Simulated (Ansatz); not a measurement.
# Al2Cu (I4/mmm) in Ansatz: a series of runs

Runs on Al2Cu. Level: r2SCAN. Tasks: single point, equation of state.

Everything below comes from runs of Ansatz 0.2.0. Logs are shortened: lines on timing, memory, paths and dates and some standing lists are left out, and cuts for length are marked.

### Step 1. The crystal as given

The structure is tetragonal, space group I4/mmm (No. 139). Conventional cell: a = 4.061 Å, b = 4.061 Å, c = 5.702 Å, α = 90.00°, β = 90.00°, γ = 90.00°. Around Cu (site symmetry 4/mmm) lie 8 Al at 2.48 Å. Around Al (site symmetry -4m2) lie 4 Cu at 2.48 Å and 2 Al at 2.85 Å.

The cell comes from a database or a generator and needn't be the stable form of this composition.

### Step 2. Single point, r2SCAN, 14.73 Å³/atom (volume scaled by 0.94)

Contents of input.yaml:

```yaml
crystal:
  lattice:
    - [-1.988890411, 1.988890411, 2.792892077]
    - [1.988890411, -1.988890411, 2.792892077]
    - [1.988890411, 1.988890411, -2.792892077]
  atoms:
    - { symbol: Cu, position: [0.5, 0.5, 0.0] }
    - { symbol: Al, position: [0.25, 0.75, 0.5] }
    - { symbol: Al, position: [0.75, 0.25, 0.5] }
hamiltonian:
  xc: r2scan
  pseudopotentials: { kind: paw }
kpoints:
  mp_grid: { grid: [9, 9, 9] }
scf:
  occupations: { method: fermi_dirac, width: 0.05 }
output:
  forces: true
  stress: true
  eigenvalues: true
```

Potentials or basis: Ansatz PAW.

Command:

```
$ ansatz run input.yaml --threads 2 --pin off --max-ram 5632MiB --backend cpu --events-out ev --progress --plain --runs-dir out
```

Standard output:

```text
Warning: RAYON_NUM_THREADS=2 ignored (pool sized by the plan → 2); use --threads N
Engine: ansatz 0.2.0, aarch64-unknown-linux-gnu
Pseudopotentials: kind: paw
Pseudopotential: Cu, paw, valence charge 19, recommended cutoff 500 eV (meta_gga), Cu.paw.azcp
Pseudopotential: Al, paw, valence charge 3, recommended cutoff 500 eV (meta_gga), Al.paw.azcp
Functional definition: r2SCAN
  parameter k0 = 0.174
  parameter k1 = 0.065
  parameter a1 = 4.9479
  exchange = r2scan_x(k0 = k0, k1 = k1, a1 = a1)
  correlation = r2scan_c
Crystal: 3 atoms, lattice volume = 44.191 Å³
Basis set: ecut = 500 eV, 1131 PW (Γ), exchange–correlation on 120×120×120 points (64 copies of the dense FFT grid, shifted against one another)
Bands: 17, of which v1, the nominal top of the filled ones, is band 13 counted from 1 (12 counted from 0)
Symmetry: 16 space group operations
Space group: I4/mmm (ITA 139), of the structure as read, at distance tolerance 3.5e-5 Å
k-points: 75 of 729
Non-local potential: Cu, projectors of the file, l = 0: 3, l = 1: 2, l = 2: 3, l = 3: 1
Non-local potential: Al, projectors of the file, l = 0: 2, l = 1: 2, l = 2: 1
PAW form: soft (Blöchl's): semilocal exchange-correlation on the pseudo side does not see the compensation charge
PAW frozen core: Cu, regenerated for the run's functional (the file was generated under x = pbe(κ = 0.804, μ = 0.2195149727645171), c = pbe(β = 0.06672455060314922))
PAW frozen core: Al, regenerated for the run's functional (the file was generated under x = pbe(κ = 0.804, μ = 0.2195149727645171), c = pbe(β = 0.06672455060314922))
PAW one-centre angular grid: Cu, 590 points (default); XC on 160 Gauss nodes
PAW one-centre angular grid: Al, 302 points (default); XC on 160 Gauss nodes
Initial density: superposition of atomic densities (neutral atoms: chi_scale 0, normalization atom), corrected by the library's trained network
Initial wavefunctions: pseudopotential atomic-orbital guess
Functional: x = r2scan, c = r2scan; τ floored in thin density (d = 2e-4 eV/Å³)
SCF iter   1: F=—  HF=-7712.605031 eV  |F-HF|=—  |Δ(HF+E_count)|=         —  Δρ=2.16e-2  dr2=1.53e-1  dr2_τ=1.41e-2  ethr=1.77e-3  ⟨swp⟩=5.8  Hψ=6744  notcnv=0
preconditioner: auto → Kerker (q_TF=auto, 2.481 Å⁻¹)  [metal: Δε(μ)=0.017 eV  Ē_g=9.566 eV  σ=0.050 eV  W_gap=0.09  n_scr=14 (ndim 8)  ℏωp=23.0 eV  f_vac=0.000  D(μ)=1.66/eV (n_scr^D=14)]
SCF iter   2: F=—  HF=-7712.637151 eV  |F-HF|=—  |Δ(HF+E_count)|=   3.21e-2  Δρ=1.68e-2  dr2=6.09e-2  dr2_τ=7.43e-4  ethr=6.10e-4  ⟨swp⟩=2.1  Hψ=2752  notcnv=0  defer=11
SCF iter   3: F=—  HF=-7712.617196 eV  |F-HF|=—  |Δ(HF+E_count)|=   2.00e-2  Δρ=4.28e-3  dr2=1.13e-2  dr2_τ=2.91e-5  ethr=2.43e-4  ⟨swp⟩=2.1  Hψ=2156  notcnv=0  defer=11
SCF iter   4: F=—  HF=-7712.614359 eV  |F-HF|=—  |Δ(HF+E_count)|=   2.84e-3  Δρ=1.44e-3  dr2=6.01e-4  dr2_τ=1.02e-5  ethr=4.50e-5  ⟨swp⟩=1.3  Hψ=1904  notcnv=0  defer=11
SCF iter   5: F=—  HF=-7712.614470 eV  |F-HF|=—  |Δ(HF+E_count)|=   1.11e-4  Δρ=5.99e-4  dr2=1.76e-4  dr2_τ=7.84e-7  ethr=2.40e-6  ⟨swp⟩=2.0  Hψ=1655  notcnv=0  defer=11
SCF iter   6: F=—  HF=-7712.614454 eV  |F-HF|=—  |Δ(HF+E_count)|=   1.61e-5  Δρ=2.22e-4  dr2=2.89e-5  dr2_τ=9.97e-8  ethr=7.03e-7  ⟨swp⟩=2.0  Hψ=1924  notcnv=0  defer=11
SCF iter   7: F=—  HF=-7712.614452 eV  |F-HF|=—  |Δ(HF+E_count)|=   1.56e-6  Δρ=7.53e-5  dr2=3.64e-6  dr2_τ=1.35e-8  ethr=1.15e-7  ⟨swp⟩=1.7  Hψ=1668  notcnv=0  defer=11
SCF iter   8: F=—  HF=-7712.614452 eV  |F-HF|=—  |Δ(HF+E_count)|=   1.03e-7  Δρ=1.89e-5  dr2=1.84e-7  dr2_τ=6.01e-10  ethr=1.46e-8  ⟨swp⟩=2.5  Hψ=1751  notcnv=0  defer=11
SCF iter   9: F=-7712.614452 eV  HF=-7712.614452 eV  |F-HF|=2.06e-9  |Δ(HF+E_count)|=   3.19e-8  Δρ=2.63e-6  dr2=4.02e-9  dr2_τ=2.33e-11  ethr=4.00e-10  ⟨swp⟩=4.7  Hψ=4333  notcnv=0
SCF 1 converged in 9 iterations: F = -7712.614452 eV  dr2 = 4.02e-9
SCF converged after 9 iterations
Free energy (F): -7712.614452 eV
Harris-Foulkes:  -7712.614452 eV  (|F-HF|=2.06e-9)
Internal energy: -7712.602007 eV  (E = F + TS)
E sigma→0 (E₀):  -7712.608230 eV
Entropy (-TS):   -0.012445 eV (-4.148 meV/atom)
Fermi energy:    10.109077 eV
--- Per-component energies (eV) ---
  E_band       = -502.651939
  E_kinetic    = 349.497719
  E_local      = -5806.909824  (includes V_loc(G=0)·N_el)
  E_nonlocal   = 404.091968
  E_hartree    = 2605.902995
  E_xc         = -160.402211
  E_vxc        = -192.307120  (∫ρ·V_xc dr)
  E_paw        = -2615.390043  (= ΣΔE_a)
  E_vpaw       = -481.128561  (= ΣTr[D̂ρ^β])
  E_aug_tail   = 0.000140  (compensation charges beyond the density's cutoff)
  E_vtau       = 12.303176  (kinetic-family band-sum trace: ∫τ·v_τ [+ j·A + Jᵃ·Aᵃ] dr)
  E_ewald      = -2488.971428
  E_core_change = -0.421324  (= ΣΔE_core)
  E_smearing   = -0.012445  (= −TS)
  E_closure    = -0.000000  (closes the sum)
  Σ components = -7712.614452   (vs F -7712.614452, Δ=0.00e0)
--- Forces (eV/Å), atoms counted from 1 ---
  atom   1  Cu    -0.00000000     0.00000000    -0.00000000
  atom   2  Al    -0.00000000     0.00000000     0.00000000
  atom   3  Al     0.00000000     0.00000000     0.00000000
  max |Σ_I F_I| component: 2.43e-17 eV/Å
--- Stress (GPa, compression-positive) ---
        7.933944       0.000000      -0.000000
        0.000000       7.933944      -0.000000
        0.000000      -0.000000       8.111631
  P = ⅓ Tr σ = 7.9932 GPa (79.932 kbar)
--- Band table (eV; the first three rows and the last of 75) ---
  k-point 0: bands = ["-107.8258", "-63.6143", "-63.6143", "-63.6130", "-1.1021", "5.1469", "5.1522", "5.1522", "5.7537", "5.7665", "13.1435", "13.1435", "13.2017", "13.4672", "13.5515", "13.5515", "16.0390"]
  k-point 1: bands = ["-107.8258", "-63.6143", "-63.6143", "-63.6130", "-0.8578", "5.0870", "5.1857", "5.1920", "5.7087", "5.7864", "11.3788", "11.4426", "12.3086", "12.8734", "15.1958", "15.5698", "15.6557"]
  k-point 2: bands = ["-107.8258", "-63.6144", "-63.6143", "-63.6130", "-0.1305", "4.9205", "5.3062", "5.3150", "5.5671", "5.8438", "9.8245", "9.8842", "10.2211", "11.9796", "13.2938", "17.9422", "18.0951"]
  k-point 74: bands = ["-107.8258", "-63.6144", "-63.6144", "-63.6132", "3.6472", "3.7347", "4.4980", "5.7344", "5.8086", "5.9082", "5.9250", "7.3069", "8.0030", "11.3178", "12.5723", "18.9664", "21.5983"]
```

Run time: 5 s. Hardware: 2 threads of Arm Neoverse V1, shared host; peak memory 0.47 GiB.

What came out:

- Free energy: -7712.6145 eV
- Pressure: 8.0 GPa
- Band gap on the k mesh: none (metal or under the smearing width)

Caveat: the PAW data sets come from PBE, with cores solved anew for the run's functional, which leaves a small shift of forces and pressure.

### Step 3. Single point, r2SCAN, 15.04 Å³/atom (volume scaled by 0.96)

input.yaml: that of step 2 with these lines changed.

```diff
@@ -2,5 +2,5 @@
   lattice:
-    - [-1.988890411, 1.988890411, 2.792892077]
-    - [1.988890411, -1.988890411, 2.792892077]
-    - [1.988890411, 1.988890411, -2.792892077]
+    - [-2.002897143, 2.002897143, 2.8125609791]
+    - [2.002897143, -2.002897143, 2.8125609791]
+    - [2.002897143, 2.002897143, -2.8125609791]
   atoms:
@@ -20 +20,5 @@
   eigenvalues: true
+  write_density: true
+  write_potential: true
+  elf: true
+  volumetric_format: npy
```

Potentials or basis: Ansatz PAW.

Command:

```
$ ansatz run input.yaml --threads 2 --pin off --max-ram 5632MiB --backend cpu --events-out ev --progress --plain --runs-dir out
```

It took 6.2 s on 2 threads of Arm Neoverse V1, shared host; peak memory 0.47 GiB.

Results (log left out):

```
Free energy            : -7712.6529 eV
Pressure               : 5.2 GPa
Band gap on the k mesh : none (metal or under the smearing width)
```

Caveat: the PAW data sets come from PBE, with cores solved anew for the run's functional, which leaves a small shift of forces and pressure.

### Step 4. Single point, r2SCAN, 15.36 Å³/atom (volume scaled by 0.98)

Contents of input.yaml:

```yaml
crystal:
  lattice:
    - [-2.0167106632, 2.0167106632, 2.8319585644]
    - [2.0167106632, -2.0167106632, 2.8319585644]
    - [2.0167106632, 2.0167106632, -2.8319585644]
  atoms:
    - { symbol: Cu, position: [0.5, 0.5, 0.0] }
    - { symbol: Al, position: [0.25, 0.75, 0.5] }
    - { symbol: Al, position: [0.75, 0.25, 0.5] }
hamiltonian:
  xc: r2scan
  pseudopotentials: { kind: paw }
kpoints:
  mp_grid: { grid: [9, 9, 9] }
scf:
  occupations: { method: fermi_dirac, width: 0.05 }
output:
  forces: true
  stress: true
  eigenvalues: true
```

Command:

```
$ ansatz run input.yaml --threads 2 --pin off --max-ram 5632MiB --backend cpu --events-out ev --progress --plain --runs-dir out
```

It took 5.2 s on 2 threads of Arm Neoverse V1, shared host; peak memory 0.47 GiB.

It converged, with:

```yaml
Free_energy: -7712.6756 eV
Pressure: 2.6 GPa
Band_gap_on_the_k_mesh: none (metal or under the smearing width)
```

Caveat: the PAW data sets come from PBE, with cores solved anew for the run's functional, which leaves a small shift of forces and pressure.

### Step 5. Single point, r2SCAN, 15.67 Å³/atom

input.yaml: that of step 4 with these lines changed.

```diff
@@ -2,5 +2,5 @@
   lattice:
-    - [-2.0167106632, 2.0167106632, 2.8319585644]
-    - [2.0167106632, -2.0167106632, 2.8319585644]
-    - [2.0167106632, 2.0167106632, -2.8319585644]
+    - [-2.0303375, 2.0303375, 2.851094]
+    - [2.0303375, -2.0303375, 2.851094]
+    - [2.0303375, 2.0303375, -2.851094]
   atoms:
@@ -20 +20,5 @@
   eigenvalues: true
+  write_density: true
+  write_potential: true
+  elf: true
+  volumetric_format: npy
```

Command:

```
$ ansatz run input.yaml --threads 2 --pin off --max-ram 5632MiB --backend cpu --events-out ev --progress --plain --runs-dir out
```

It took 6.8 s on 2 threads of Arm Neoverse V1, shared host; peak memory 0.47 GiB.

The run converged. Its results:

```
Free energy            : -7712.6842 eV
Pressure               : 0.3 GPa
Band gap on the k mesh : none (metal or under the smearing width)
```

Caveat: the PAW data sets come from PBE, with cores solved anew for the run's functional, which leaves a small shift of forces and pressure.

### Step 6. Single point, r2SCAN, 15.98 Å³/atom (volume scaled by 1.02)

Contents of input.yaml:

```yaml
crystal:
  lattice:
    - [-2.0437838356, 2.0437838356, 2.8699759675]
    - [2.0437838356, -2.0437838356, 2.8699759675]
    - [2.0437838356, 2.0437838356, -2.8699759675]
  atoms:
    - { symbol: Cu, position: [0.5, 0.5, 0.0] }
    - { symbol: Al, position: [0.25, 0.75, 0.5] }
    - { symbol: Al, position: [0.75, 0.25, 0.5] }
hamiltonian:
  xc: r2scan
  pseudopotentials: { kind: paw }
kpoints:
  mp_grid: { grid: [9, 9, 9] }
scf:
  occupations: { method: fermi_dirac, width: 0.05 }
output:
  forces: true
  stress: true
  eigenvalues: true
```

Potentials or basis: Ansatz PAW.

Command:

```
$ ansatz run input.yaml --threads 2 --pin off --max-ram 5632MiB --backend cpu --events-out ev --progress --plain --runs-dir out
```

Run time: 5.4 s. Hardware: 2 threads of Arm Neoverse V1, shared host; peak memory 0.47 GiB.

Results (log left out):

| Quantity | Value |
| --- | --- |
| Free energy | -7712.6800 eV |
| Pressure | -1.7 GPa |
| Band gap on the k mesh | none (metal or under the smearing width) |

Caveat: the PAW data sets come from PBE, with cores solved anew for the run's functional, which leaves a small shift of forces and pressure.

### Step 7. Single point, r2SCAN, 16.30 Å³/atom (volume scaled by 1.04)

input.yaml: that of step 6 with these lines changed.

```diff
@@ -2,5 +2,5 @@
   lattice:
-    - [-2.0437838356, 2.0437838356, 2.8699759675]
-    - [2.0437838356, -2.0437838356, 2.8699759675]
-    - [2.0437838356, 2.0437838356, -2.8699759675]
+    - [-2.0570555311, 2.0570555311, 2.8886126973]
+    - [2.0570555311, -2.0570555311, 2.8886126973]
+    - [2.0570555311, 2.0570555311, -2.8886126973]
   atoms:
```

Command:

```
$ ansatz run input.yaml --threads 2 --pin off --max-ram 5632MiB --backend cpu --events-out ev --progress --plain --runs-dir out
```

Wall time 5.8 s (2 threads of Arm Neoverse V1, shared host); peak memory 0.47 GiB.

The run converged. Its results:

* Free energy: -7712.6645 eV
* Pressure: -3.6 GPa
* Band gap on the k mesh: none (metal or under the smearing width)

Caveat: the PAW data sets come from PBE, with cores solved anew for the run's functional, which leaves a small shift of forces and pressure.

### Step 8. Single point, r2SCAN, 16.61 Å³/atom (volume scaled by 1.06)

input.yaml: that of step 7 with these lines changed.

```diff
@@ -2,5 +2,5 @@
   lattice:
-    - [-2.0570555311, 2.0570555311, 2.8886126973]
-    - [2.0570555311, -2.0570555311, 2.8886126973]
-    - [2.0570555311, 2.0570555311, -2.8886126973]
+    - [-2.0701581488, 2.0701581488, 2.9070120003]
+    - [2.0701581488, -2.0701581488, 2.9070120003]
+    - [2.0701581488, 2.0701581488, -2.9070120003]
   atoms:
@@ -20 +20,5 @@
   eigenvalues: true
+  write_density: true
+  write_potential: true
+  elf: true
+  volumetric_format: npy
```

Command:

```
$ ansatz run input.yaml --threads 2 --pin off --max-ram 5632MiB --backend cpu --events-out ev --progress --plain --runs-dir out
```

It took 7.3 s on 2 threads of Arm Neoverse V1, shared host; peak memory 0.52 GiB.

The run converged. Its results:

* Free energy: -7712.6387 eV
* Pressure: -5.2 GPa
* Band gap on the k mesh: none (metal or under the smearing width)

Caveat: the PAW data sets come from PBE, with cores solved anew for the run's functional, which leaves a small shift of forces and pressure.

### Step 9. Equation of state, r2SCAN

Potentials or basis: Ansatz PAW.

No new run: the results of the series are fitted here.

Results:

- Equilibrium volume: 15.72 Å³/atom
- Bulk modulus at fixed shape and positions: 107 GPa
- Pressure derivative of the bulk modulus: 4.4

Energy against volume, from the lowest point:
| volume (Å³/atom) | energy (meV/atom) |
| --- | --- |
| 14.730 | 23.25 |
| 15.044 | 10.43 |
| 15.357 | 2.85 |
| 15.671 | 0.00 |
| 15.984 | 1.39 |
| 16.297 | 6.58 |
| 16.611 | 15.18 |

Caveat: the cell was scaled at fixed shape and fractional positions, which overstates the stiffness of a crystal with free parameters, most of all of layers and chains; the PAW data sets were made with another functional, which shifts forces and pressure a little.
